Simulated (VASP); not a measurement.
Input of a VASP 6.6.1 run:

Contents of INCAR:

```
SYSTEM = HfC
PREC = Accurate
ENCUT = 600
EDIFF = 1E-6
ISMEAR = -1
SIGMA = 0.05
LREAL = .FALSE.
LASPH = .TRUE.
NELM = 60
ALGO = Normal
ISIF = 3
LWAVE = .FALSE.
LCHARG = .FALSE.
METAGGA = R2SCAN
LMIXTAU = .TRUE.
IBRION = 2
NSW = 40
EDIFFG = -0.01
```

File KPOINTS:

```
Automatic mesh
0
G
  8 8 8
  0 0 0
```

The input POSCAR:

```
HfC
1.0
    0.0000000000      2.3250000000      2.3250000000
    2.3250000000      0.0000000000      2.3250000000
    2.3250000000      2.3250000000      0.0000000000
Hf C
1 1
Direct
    0.5000000000      0.5000000000      0.5000000000
    0.0000000000      0.0000000000      0.0000000000
```

Potentials or basis: VASP PAW PBE potentials, release 64 (Hf_pv, C).

Run with:

```bash
$ cat potpaw_PBE.64/Hf_pv/POTCAR potpaw_PBE.64/C/POTCAR > POTCAR
$ mpirun -np 1 vasp_std > vasp.out
```

(1) Estimate the relaxed volume.

(2) What does it give for the relaxed cell?

(3) Estimate the band gap on the k mesh.

Answers

(1) 12.44 Å³/atom.

(2) a = 3.277 Å, b = 3.277 Å, c = 3.277 Å, α = 60.00°, β = 60.00°, γ = 60.00°.

(3) none (metal or under the smearing width).

Caveat: the PAW data sets were made with another functional, which shifts forces and pressure a little.
